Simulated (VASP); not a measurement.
# Mg (Fm-3m) in VASP: notebook, part 2 of 2

VASP 6.6.1.

### 3 Single point, PBE

The input, INCAR:

```
SYSTEM = Mg
ALGO = Normal ; EDIFF = 1E-7
ENCUT = 520 ; GGA = PE
ISIF = 2 ; ISMEAR = -1
LASPH = .True. ; LCHARG = .False.
LREAL = .False. ; LWAVE = .False.
NBANDS = 7 ; NELM = 80
PREC = Accurate ; SIGMA = 0.05
```

The input, KPOINTS:

```
k-points
0
Gamma
  10 10 10
  0 0 0
```

The input, POSCAR:

```
Mg
1.0
    0.0000000000      2.2442560000      2.2442560000
    2.2442560000      0.0000000000      2.2442560000
    2.2442560000      2.2442560000      0.0000000000
Mg
1
Direct
    0.0000000000      0.0000000000      0.0000000000
```

Potentials or basis: VASP PAW PBE potentials, release 64 (Mg).

On the command line:

```console
> cat potpaw_PBE.64/Mg/POTCAR > POTCAR
> mpirun -np 1 vasp_std > vasp.out
```

OUTCAR:

```text
SYSTEM = Mg
   EDIFF = 1E-7
   ENCUT = 520
   GGA = PE
   ISIF = 2
   ISMEAR = -1
   LASPH = .True.
   LREAL = .False.
   NELM = 80
   PREC = Accurate

 ion  position               nearest neighbor table
   1  0.000  0.000  0.000-

  LATTYP: Found a face centered cubic cell.
 ALAT       =     4.4885120000

  Lattice vectors:

 A1 = (   0.0000000000,   2.2442560000,   2.2442560000)
 A2 = (   2.2442560000,   0.0000000000,   2.2442560000)
 A3 = (   2.2442560000,   2.2442560000,   0.0000000000)

Analysis of symmetry for initial positions (statically):
=====================================================================
 Subroutine PRICEL returns:
 Original cell was already a primitive cell.

 Routine SETGRP: Setting up the symmetry group for a
 face centered cubic supercell.

 Subroutine GETGRP returns: Found 48 space group operations
 (whereof 48 operations were pure point group operations)
 out of a pool of 48 trial point group operations.

The static configuration has the point symmetry O_h .

Analysis of symmetry for dynamics (positions and initial velocities):
=====================================================================
 Subroutine PRICEL returns:
 Original cell was already a primitive cell.

 Routine SETGRP: Setting up the symmetry group for a
 face centered cubic supercell.

 Subroutine GETGRP returns: Found 48 space group operations
 (whereof 48 operations were pure point group operations)
 out of a pool of 48 trial point group operations.

The dynamic configuration has the point symmetry O_h .

 Subroutine INISYM returns: Found 48 space group operations
 (whereof 48 operations are pure point group operations),
 and found     1 'primitive' translations

----------------------------------------------------------------------------------------

                                     Primitive cell

  volume of cell :      22.6072

  direct lattice vectors                    reciprocal lattice vectors
[... 101 lines left out ...]
   EFERMI_NEDOS =   21; number of points for ismear=-14 and -15
   IALGO  =     38    algorithm
   IMIX   =      4    mixing-type and parameters
     AMIX     =   0.40;   BMIX     =  1.00
     AMIX_MAG =   1.60;   BMIX_MAG =  1.00
  volume/ion in A,a.u.               =      22.61       152.56
  Fermi-wavevector in a.u.,A,eV,Ry     =   0.729462  1.378483  7.239854  0.532114
  Thomas-Fermi vector in A             =   1.821189
   LORBIT       =      0    0 simple, 1 ext, 2 COOP (PROOUT), +10 PAW based schemes
   GGA     = PE    functional components
   LHFCALC =     F    Hartree Fock is set to
   AEXX    =    0.0000 exact exchange contribution
   IVDW    =     0    specifies the selected vdW correction
   LEPSILON=     F    determine dielectric tensor
   LRPA    =     F    only Hartree local field effects (RPA)
 non-spin polarized calculation
  energy-cutoff  :      520.00
  volume of cell :       22.61
 maximum number of plane-waves:       620
   NGX = 11   NGY = 11   NGZ = 11

 number of electron       2.0000000 magnetization

 Free energy of the ion-electron system (eV)
  ---------------------------------------------------
  ext. energy  EPLUGINS =         0.00000000
  ---------------------------------------------------
  free energy    TOTEN  =        -1.49550696 eV

  energy without entropy =       -1.49151985  energy(sigma->0) =       -1.49351340

 E-fermi :   2.7774     XC(G=0):  -8.5393

 val. band max:        2.7457693103   @ k =  -0.4000   0.5000   0.1000
 cond. band min:       2.8672088956   @ k =  -0.3000   0.4000   0.1000
 fundamental gap:      0.1214395853
 Fermi energy:         2.7773818442

 k-point     1 :       0.0000    0.0000    0.0000
  band No.  band energies     occupation
      1      -4.2848      2.00000
      2      15.1571      0.00000
      3      15.1571      0.00000
      4      15.1571      0.00000
      5      17.1705      0.00000
      6      17.1705      0.00000
      7      17.1705      0.00000
[... 221 lines left out ...]
 k-point    24 :       0.4000    0.3000    0.0000
  band No.  band energies     occupation
      1      -0.5404      2.00000
      2       7.5532      0.00000
      3       8.1056      0.00000
      4      10.4118      0.00000
      5      11.2122      0.00000
      6      14.5037      0.00000
      7      23.0122      0.00000

 [... further k-points ...]
[... 5 lines left out ...]
  --------------------------------------------------------------------------------------
  -------------------------------------------------------------------------------------
  Total        0.0965054      0.0965054      0.0965054     -0.0000000      0.0000000      0.0000000
  in kB        6.8393522      6.8393522      6.8393522     -0.0000000      0.0000000      0.0000000
  external PRESSURE =       6.8393522 kB  Pullay stress =       0.0000000 kB

 VOLUME and BASIS-vectors are now :
 -----------------------------------------------------------------------------
  energy-cutoff  :      520.00
  volume of cell :       22.61
      direct lattice vectors                 reciprocal lattice vectors
     0.000000000  2.244256000  2.244256000    -0.222790983  0.222790983  0.222790983
     2.244256000  0.000000000  2.244256000     0.222790983 -0.222790983  0.222790983
     2.244256000  2.244256000  0.000000000     0.222790983  0.222790983 -0.222790983

 POSITION                                       TOTAL-FORCE (eV/Angst)
 -----------------------------------------------------------------------------------
      0.00000      0.00000      0.00000         0.000000      0.000000      0.000000
 -----------------------------------------------------------------------------------
    total drift:                               -0.000000      0.000000      0.000000

  FREE ENERGIE OF THE ION-ELECTRON SYSTEM (eV)
  ---------------------------------------------------
  free  energy   TOTEN  =        -1.4955069551 eV

  energy  without entropy=       -1.4915198501  energy(sigma->0) =       -1.49351340
```

OSZICAR:

```text
N       E                     dE             d eps       ncg     rms          rms(c)
DAV:   1    -0.950047810898E+00   -0.95005E+00   -0.77622E+02   721   0.197E+02
DAV:   2    -0.150047321258E+01   -0.55043E+00   -0.54775E+00   875   0.105E+01
DAV:   3    -0.150271952553E+01   -0.22463E-02   -0.22411E-02   896   0.720E-01
DAV:   4    -0.150272355285E+01   -0.40273E-05   -0.40271E-05  1015   0.199E-02
DAV:   5    -0.150272355752E+01   -0.46731E-08   -0.48295E-08   889   0.484E-04    0.652E-01
DAV:   6    -0.149929271080E+01    0.34308E-02   -0.39970E-04   805   0.122E-01    0.417E-01
DAV:   7    -0.149550141640E+01    0.37913E-02   -0.16269E-03   805   0.213E-01    0.238E-02
DAV:   8    -0.149550738334E+01   -0.59669E-05   -0.88440E-06   987   0.173E-02    0.502E-03
DAV:   9    -0.149550713844E+01    0.24490E-06   -0.58242E-07   882   0.310E-03    0.564E-04
DAV:  10    -0.149550697187E+01    0.16657E-06   -0.43436E-09   728   0.343E-04    0.543E-05
DAV:  11    -0.149550695511E+01    0.16758E-07   -0.15463E-10   427   0.730E-05
   1 F= -.14955070E+01 E0= -.14935134E+01  d E =-.398711E-02
```

stdout:

```text
POSCAR found type information on POSCAR Mg
 POSCAR found :  1 types and       1 ions
 scaLAPACK will be used
 LDA part: xc-table for (Slater+PW92), standard interpolation
 POSCAR, INCAR and KPOINTS ok, starting setup
 FFT: planning ... GRIDC
 FFT: planning ... GRID_SOFT
 FFT: planning ... GRID
 WAVECAR not read
 entering main loop
```

Run time: 4.1 s. Hardware: 1 thread of AMD EPYC 9R45 (Zen 5), shared host; peak memory 0.1 GiB.

What came out:

* Free energy: -1.4955 eV
* Pressure: 0.7 GPa
* Band gap on the k mesh: none (metal or under the smearing width)
